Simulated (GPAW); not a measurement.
# GaN (P6_3mc) in GPAW: notebook

One crystal, GaN, is run at these levels: AM05, PBEsol; tasks: relaxation of cell and atoms, single point.

Program: GPAW 26.7.0. These are calculated values, not measurements. Logs are shortened: lines on timing, memory, paths and dates and some standing lists are left out, and cuts for length are marked. The log counts tension as positive stress, the text compression.

## (1) The structure

The structure is hexagonal, space group P6_3mc (No. 186). Conventional cell: a = 3.180 Å, b = 3.180 Å, c = 5.166 Å, α = 90.00°, β = 90.00°, γ = 120.00°. Ga (site symmetry 3m) has 4 N at 1.94 to 1.95 Å as nearest neighbours. Around N (site symmetry 3m) lie 4 Ga at 1.94 to 1.95 Å.

## (2) Relaxation of cell and atoms, AM05

Input file run.py:

```python
from ase.filters import FrechetCellFilter
from ase.io import read, write
from ase.optimize import LBFGS
from gpaw import GPAW, PW, setup_paths

setup_paths.insert(0, '.')

atoms = read('POSCAR')

calc = GPAW(mode=PW(800),
            xc='AM05',
            kpts={'size': (7, 7, 4), 'gamma': True},
            occupations={'name': 'fermi-dirac', 'width': 0.05},
            nbands=18,
            convergence={'density': 1e-06, 'energy': 1e-06, 'eigenstates': 1e-10},
            maxiter=150,
            txt='gpaw.txt')
atoms.calc = calc
opt = LBFGS(FrechetCellFilter(atoms), trajectory='relax.traj', logfile='-')
done = opt.run(fmax=0.02, steps=100)
calc.write('gs.gpw')
write('result.traj', atoms)
print('Converged:', done)
print('Cell:', atoms.cell.cellpar().round(4))
print('Volume:', round(atoms.get_volume(), 4))
print(atoms.get_scaled_positions().round(5))
```

Input file POSCAR:

```
GaN
1.0
    3.1800000000      0.0000000000      0.0000000000
   -1.5900000000      2.7539607840      0.0000000000
    0.0000000000      0.0000000000      5.1660000000
Ga N
2 2
Direct
    0.6666666667      0.3333333333      0.5000000000
    0.3333333333      0.6666666667      0.0000000000
    0.6666666667      0.3333333333      0.8750000000
    0.3333333333      0.6666666667      0.3750000000
```

Potentials or basis: PAW data sets generated in the run's folder for this functional, pw.

Run with:

```console
> gpaw-setup -f AM05 Ga N
> OMP_NUM_THREADS=1 python run.py
```

gpaw.txt:

```text
__  _  _
 | _ |_)|_||  |
 |__||  | ||/\| - 26.7.0

Input parameters:
  mode=PW(ecut=800.0),
  convergence={'density': 1e-06, 'energy': 1e-06, 'eigenstates': 1e-10},
  kpts=MonkhorstPack(size=(7, 7, 4), gamma=True),
  maxiter=150,
  nbands=18,
  occupations=Occupations(name='fermi-dirac', width=0.05),
  xc=XC(name='AM05')

Diagonalizing LCAO Hamiltonian
Converting LCAO to pw mode

           N

           Ga
        N

        Ga

Atoms  # Å, Bohr magnetons
|   | symbol |         x |        y |        z |    initial magnetic moments |
|---|--------|-----------|----------|----------|-----------------------------|
| 0 |     Ga |  1.590000 | 0.917987 | 2.583000 | ( 0.0000,  0.0000,  0.0000) |
| 1 |     Ga | -0.000000 | 1.835974 | 0.000000 | ( 0.0000,  0.0000,  0.0000) |
| 2 |      N |  1.590000 | 0.917987 | 4.520250 | ( 0.0000,  0.0000,  0.0000) |
| 3 |      N | -0.000000 | 1.835974 | 1.937250 | ( 0.0000,  0.0000,  0.0000) |

Unit cell  # Å
| periodic |         x |        y |        z |  lengths |     angles |
|----------|-----------|----------|----------|----------|------------|
|      yes |  3.180000 | 0.000000 | 0.000000 | 3.180000 |  90.000000 |
|      yes | -1.590000 | 2.753961 | 0.000000 | 3.180000 |  90.000000 |
|      yes |  0.000000 | 0.000000 | 5.166000 | 5.166000 | 120.000000 |

Number of symmetries: 6
Symmetry operations  # r_c * U_cc + t_c -> r_c
|   | kind |            matrix            |
|---|------|------------------------------|
| 0 |  σ   |  1, 1, 0,  0,-1, 0,  0, 0, 1 |
| 1 |  E   |  1, 0, 0,  0, 1, 0,  0, 0, 1 |
| 2 |  C3  |  0, 1, 0, -1,-1, 0,  0, 0, 1 |
| 3 |  σ   |  0,-1, 0, -1, 0, 0,  0, 0, 1 |
| 4 |  σ   | -1, 0, 0,  1, 1, 0,  0, 0, 1 |
| 5 |  C3  | -1,-1, 0,  1, 0, 0,  0, 0, 1 |
[... 194 lines left out ...]
Forces  # eV/Ang
|        x |        y |        z |
|----------|----------|----------|
| -0.00000 |  0.00000 | -0.18070 |  # Ga   0
| -0.00000 | -0.00000 | -0.18061 |  # Ga   1
| -0.00000 |  0.00000 |  0.18037 |  # N    2
| -0.00000 |  0.00000 |  0.18006 |  # N    3

Interpolating wave functions to new cell

           N

           Ga
        N

        Ga

Atoms  # Å, Bohr magnetons
|   | symbol |         x |        y |         z |    initial magnetic moments |
|---|--------|-----------|----------|-----------|-----------------------------|
| 0 |     Ga |  1.593535 | 0.920028 |  2.587498 | ( 0.0000,  0.0000,  0.0000) |
| 1 |     Ga | -0.000000 | 1.840055 | -0.002587 | ( 0.0000,  0.0000,  0.0000) |
| 2 |      N |  1.593535 | 0.920028 |  4.535234 | ( 0.0000,  0.0000,  0.0000) |
| 3 |      N | -0.000000 | 1.840055 |  1.945144 | ( 0.0000,  0.0000,  0.0000) |

Unit cell  # Å
| periodic |         x |         y |         z |  lengths |     angles |
|----------|-----------|-----------|-----------|----------|------------|
|      yes |  3.187070 |  0.000000 | -0.000000 | 3.187070 |  90.000000 |
|      yes | -1.593535 |  2.760083 | -0.000000 | 3.187070 |  90.000000 |
|      yes | -0.000000 | -0.000000 |  5.180172 | 5.180172 | 120.000000 |

Number of symmetries: 6
Symmetry operations  # r_c * U_cc + t_c -> r_c
|   | kind |            matrix            |
|---|------|------------------------------|
| 0 |  σ   |  1, 1, 0,  0,-1, 0,  0, 0, 1 |
| 1 |  E   |  1, 0, 0,  0, 1, 0,  0, 0, 1 |
| 2 |  C3  |  0, 1, 0, -1,-1, 0,  0, 0, 1 |
| 3 |  σ   |  0,-1, 0, -1, 0, 0,  0, 0, 1 |
| 4 |  σ   | -1, 0, 0,  1, 1, 0,  0, 0, 1 |
| 5 |  C3  | -1,-1, 0,  1, 0, 0,  0, 0, 1 |
[... 192 lines left out ...]
Forces  # eV/Ang
|        x |        y |        z |
|----------|----------|----------|
| -0.00000 |  0.00000 | -0.08671 |  # Ga   0
| -0.00000 | -0.00000 | -0.08669 |  # Ga   1
| -0.00000 |  0.00000 |  0.08639 |  # N    2
|  0.00000 |  0.00000 |  0.08615 |  # N    3

Interpolating wave functions to new cell

           N

        N  Ga

        Ga

Atoms  # Å, Bohr magnetons
|   | symbol |         x |        y |         z |    initial magnetic moments |
|---|--------|-----------|----------|-----------|-----------------------------|
| 0 |     Ga |  1.608979 | 0.928945 |  2.608976 | ( 0.0000,  0.0000,  0.0000) |
| 1 |     Ga | -0.000000 | 1.857889 | -0.009282 | ( 0.0000,  0.0000,  0.0000) |
| 2 |      N |  1.608979 | 0.928945 |  4.591213 | ( 0.0000,  0.0000,  0.0000) |
| 3 |      N | -0.000000 | 1.857889 |  1.972930 | ( 0.0000,  0.0000,  0.0000) |

Unit cell  # Å
| periodic |         x |         y |         z |  lengths |     angles |
|----------|-----------|-----------|-----------|----------|------------|
|      yes |  3.217959 | -0.000000 |  0.000000 | 3.217959 |  90.000000 |
|      yes | -1.608979 |  2.786834 | -0.000000 | 3.217959 |  90.000000 |
|      yes |  0.000000 | -0.000000 |  5.236521 | 5.236521 | 120.000000 |

Number of symmetries: 6
Symmetry operations  # r_c * U_cc + t_c -> r_c
|   | kind |            matrix            |
|---|------|------------------------------|
| 0 |  σ   |  1, 1, 0,  0,-1, 0,  0, 0, 1 |
| 1 |  E   |  1, 0, 0,  0, 1, 0,  0, 0, 1 |
| 2 |  C3  |  0, 1, 0, -1,-1, 0,  0, 0, 1 |
| 3 |  σ   |  0,-1, 0, -1, 0, 0,  0, 0, 1 |
| 4 |  σ   | -1, 0, 0,  1, 1, 0,  0, 0, 1 |
| 5 |  C3  | -1,-1, 0,  1, 0, 0,  0, 0, 1 |
[... 194 lines left out ...]
Forces  # eV/Ang
|        x |        y |        z |
|----------|----------|----------|
| -0.00000 | -0.00000 |  0.11524 |  # Ga   0
|  0.00000 | -0.00000 |  0.11517 |  # Ga   1
| -0.00000 |  0.00000 | -0.11554 |  # N    2
| -0.00000 | -0.00000 | -0.11552 |  # N    3

Interpolating wave functions to new cell

           N

        N  Ga

        Ga

Atoms  # Å, Bohr magnetons
|   | symbol |         x |        y |         z |    initial magnetic moments |
|---|--------|-----------|----------|-----------|-----------------------------|
| 0 |     Ga |  1.611419 | 0.930353 |  2.613248 | ( 0.0000,  0.0000,  0.0000) |
| 1 |     Ga | -0.000000 | 1.860707 | -0.008260 | ( 0.0000,  0.0000,  0.0000) |
| 2 |      N |  1.611419 | 0.930353 |  4.595867 | ( 0.0000,  0.0000,  0.0000) |
| 3 |      N | -0.000000 | 1.860707 |  1.974334 | ( 0.0000,  0.0000,  0.0000) |

Unit cell  # Å
| periodic |         x |         y |         z |  lengths |     angles |
|----------|-----------|-----------|-----------|----------|------------|
|      yes |  3.222839 |  0.000000 | -0.000000 | 3.222839 |  90.000000 |
|      yes | -1.611419 |  2.791060 | -0.000000 | 3.222839 |  90.000000 |
|      yes |  0.000000 | -0.000000 |  5.243019 | 5.243019 | 120.000000 |

Number of symmetries: 6
Symmetry operations  # r_c * U_cc + t_c -> r_c
|   | kind |            matrix            |
|---|------|------------------------------|
| 0 |  σ   |  1, 1, 0,  0,-1, 0,  0, 0, 1 |
| 1 |  E   |  1, 0, 0,  0, 1, 0,  0, 0, 1 |
| 2 |  C3  |  0, 1, 0, -1,-1, 0,  0, 0, 1 |
| 3 |  σ   |  0,-1, 0, -1, 0, 0,  0, 0, 1 |
| 4 |  σ   | -1, 0, 0,  1, 1, 0,  0, 0, 1 |
| 5 |  C3  | -1,-1, 0,  1, 0, 0,  0, 0, 1 |
[... 191 lines left out ...]
Forces  # eV/Ang
|        x |        y |        z |
|----------|----------|----------|
| -0.00000 |  0.00000 |  0.08267 |  # Ga   0
| -0.00000 | -0.00000 |  0.08263 |  # Ga   1
| -0.00000 |  0.00000 | -0.08299 |  # N    2
|  0.00000 | -0.00000 | -0.08293 |  # N    3

Interpolating wave functions to new cell

           N

        N  Ga

        Ga

Atoms  # Å, Bohr magnetons
|   | symbol |         x |        y |         z |    initial magnetic moments |
|---|--------|-----------|----------|-----------|-----------------------------|
| 0 |     Ga |  1.612709 | 0.931098 |  2.616075 | ( 0.0000,  0.0000,  0.0000) |
| 1 |     Ga | -0.000000 | 1.862196 | -0.006331 | ( 0.0000,  0.0000,  0.0000) |
| 2 |      N |  1.612709 | 0.931098 |  4.595498 | ( 0.0000,  0.0000,  0.0000) |
| 3 |      N | -0.000000 | 1.862196 |  1.973068 | ( 0.0000,  0.0000,  0.0000) |

Unit cell  # Å
| periodic |         x |         y |         z |  lengths |     angles |
|----------|-----------|-----------|-----------|----------|------------|
|      yes |  3.225419 |  0.000000 |  0.000000 | 3.225419 |  90.000000 |
|      yes | -1.612709 |  2.793295 | -0.000000 | 3.225419 |  90.000000 |
|      yes |  0.000000 | -0.000000 |  5.244813 | 5.244813 | 120.000000 |

Number of symmetries: 6
Symmetry operations  # r_c * U_cc + t_c -> r_c
|   | kind |            matrix            |
|---|------|------------------------------|
| 0 |  σ   |  1, 1, 0,  0,-1, 0,  0, 0, 1 |
| 1 |  E   |  1, 0, 0,  0, 1, 0,  0, 0, 1 |
| 2 |  C3  |  0, 1, 0, -1,-1, 0,  0, 0, 1 |
| 3 |  σ   |  0,-1, 0, -1, 0, 0,  0, 0, 1 |
| 4 |  σ   | -1, 0, 0,  1, 1, 0,  0, 0, 1 |
| 5 |  C3  | -1,-1, 0,  1, 0, 0,  0, 0, 1 |
[... 191 lines left out ...]
Forces  # eV/Ang
|        x |        y |        z |
|----------|----------|----------|
|  0.00000 |  0.00000 |  0.02505 |  # Ga   0
| -0.00000 |  0.00000 |  0.02505 |  # Ga   1
|  0.00000 |  0.00000 | -0.02554 |  # N    2
|  0.00000 | -0.00000 | -0.02524 |  # N    3

Interpolating wave functions to new cell

           N

        N  Ga

        Ga

Atoms  # Å, Bohr magnetons
|   | symbol |         x |        y |         z |    initial magnetic moments |
|---|--------|-----------|----------|-----------|-----------------------------|
| 0 |     Ga |  1.612700 | 0.931093 |  2.616331 | ( 0.0000,  0.0000,  0.0000) |
| 1 |     Ga | -0.000000 | 1.862185 | -0.005568 | ( 0.0000,  0.0000,  0.0000) |
| 2 |      N |  1.612700 | 0.931093 |  4.593837 | ( 0.0000,  0.0000,  0.0000) |
| 3 |      N | -0.000000 | 1.862185 |  1.971920 | ( 0.0000,  0.0000,  0.0000) |

Unit cell  # Å
| periodic |         x |         y |         z |  lengths |     angles |
|----------|-----------|-----------|-----------|----------|------------|
|      yes |  3.225400 |  0.000000 |  0.000000 | 3.225400 |  90.000000 |
|      yes | -1.612700 |  2.793278 | -0.000000 | 3.225400 |  90.000000 |
|      yes |  0.000000 | -0.000000 |  5.243798 | 5.243798 | 120.000000 |

Number of symmetries: 6
Symmetry operations  # r_c * U_cc + t_c -> r_c
|   | kind |            matrix            |
|---|------|------------------------------|
| 0 |  σ   |  1, 1, 0,  0,-1, 0,  0, 0, 1 |
| 1 |  E   |  1, 0, 0,  0, 1, 0,  0, 0, 1 |
| 2 |  C3  |  0, 1, 0, -1,-1, 0,  0, 0, 1 |
| 3 |  σ   |  0,-1, 0, -1, 0, 0,  0, 0, 1 |
| 4 |  σ   | -1, 0, 0,  1, 1, 0,  0, 0, 1 |
| 5 |  C3  | -1,-1, 0,  1, 0, 0,  0, 0, 1 |
[... 191 lines left out ...]
Forces  # eV/Ang
|        x |        y |        z |
|----------|----------|----------|
| -0.00000 |  0.00000 |  0.00213 |  # Ga   0
| -0.00000 | -0.00000 |  0.00215 |  # Ga   1
| -0.00000 |  0.00000 | -0.00246 |  # N    2
| -0.00000 |  0.00000 | -0.00252 |  # N    3

# Writing to gs.gpw (mode='')
```

It took 2.6 min on 1 thread of Arm Neoverse V1, shared host; peak memory 0.28 GiB.

Results:

```yaml
Free_energy: -25.2004 eV
Relaxed_volume: 11.81 Å³/atom
Relaxed_cell: a = 3.225 Å, b = 3.225 Å, c = 5.244 Å, α = 90.00°, β = 90.00°, γ = 120.00°
Space_group_after_relaxing_to_0.05_Å: P6_3mc (No. 186)
Energy_gained_by_relaxing: 16.5 meV/atom
Ionic_steps: 6
Pressure_after_relaxing: -0.1 GPa
Band_gap_on_the_k_mesh: 1.84 eV, direct
```

Forces on the atoms (eV/Å):
```
Ga   0.000  0.000  0.002
Ga   0.000  0.000  0.002
N    0.000  0.000 -0.002
N    0.000  0.000 -0.003
```

The path:
```csv
step,energy change (eV),largest force (eV/Å),pressure (GPa),volume (Å³)
1,0.0000,0.1807,9.49,45.24
2,-0.0206,0.0867,7.78,45.57
3,-0.0633,0.1155,1.18,46.96
4,-0.0652,0.0830,0.31,47.16
5,-0.0661,0.0255,-0.09,47.25
6,-0.0662,0.0025,-0.05,47.24
```

Final structure:
```cif
data_structure
_symmetry_space_group_name_H-M 'P 1'
_symmetry_Int_Tables_number 1
_cell_length_a 3.2254
_cell_length_b 3.2254
_cell_length_c 5.2438
_cell_angle_alpha 90.000
_cell_angle_beta 90.000
_cell_angle_gamma 120.000
_cell_volume 47.24
loop_
_atom_site_label
_atom_site_type_symbol
_atom_site_fract_x
_atom_site_fract_y
_atom_site_fract_z
_atom_site_occupancy
Ga1 Ga 0.66667 0.33333 0.49894 1
Ga2 Ga 0.33333 0.66667 0.99894 1
N1 N 0.66667 0.33333 0.87605 1
N2 N 0.33333 0.66667 0.37605 1
```

Caveat: the data sets keep Ga 3d, Li 1s and Be 1s frozen, and some such compounds lay over 1.5 % in volume off other programs; later steps reuse the first step's grids. Zero-point motion and thermal expansion aren't in these numbers.

## (3) Single point, PBEsol

Input file run.py:

```python
from ase.dft.bandgap import bandgap
from ase.io import read, write
from ase.units import GPa
from gpaw import GPAW, PW, setup_paths

setup_paths.insert(0, '.')

atoms = read('GaN.xyz')

calc = GPAW(mode=PW(550),
            xc='PBEsol',
            kpts={'size': (8, 8, 4), 'gamma': True},
            occupations={'name': 'fermi-dirac', 'width': 0.01},
            nbands=18,
            convergence={'density': 1e-05, 'energy': 1e-05},
            maxiter=150,
            txt='gpaw.txt')
atoms.calc = calc
energy = atoms.get_potential_energy()
forces = atoms.get_forces()
stress = atoms.get_stress()
calc.write('gs.gpw')
write('result.traj', atoms)
print(f'Energy: {energy:.6f} eV')
print('Forces (eV/A):')
print(forces.round(4))
print('Stress (GPa):', (stress / GPa).round(3))
print('Fermi level:', round(calc.get_fermi_level(), 4), 'eV')
print(f'Gap: {bandgap(calc)[0]:.4f} eV, direct: {bandgap(calc, direct=True)[0]:.4f} eV')
```

Input file GaN.xyz:

```xyz
4
Lattice="3.1800000000 0.0000000000 0.0000000000 -1.5900000000 2.7539607840 0.0000000000 0.0000000000 0.0000000000 5.1660000000" Properties=species:S:1:pos:R:3 pbc="T T T"
Ga     1.5900000002      0.9179869279      2.5830000000
Ga    -0.0000000002      1.8359738561      0.0000000000
N      1.5900000002      0.9179869279      4.5202500000
N     -0.0000000002      1.8359738561      1.9372500000
```

Potentials or basis: PAW data sets generated in the run's folder for this functional, pw.

Run with:

```console
> gpaw-setup -f PBEsol Ga N
> OMP_NUM_THREADS=1 python run.py
```

It took 16 s on 1 thread of Arm Neoverse V2, shared host; peak memory 0.15 GiB.

These settings aren't checked as converged: the numbers below hold their error.

Results:

```
Free energy            : -25.3841 eV
Pressure               : -0.5 GPa
Largest force          : 0.180 eV/Å
Band gap on the k mesh : 1.97 eV, direct
```

Caveat: the cutoff is short for stress and forces, so pressures can be off by a GPa or more; the data sets keep Ga 3d, Li 1s and Be 1s frozen, and some such compounds lay over 1.5 % in volume off other programs.
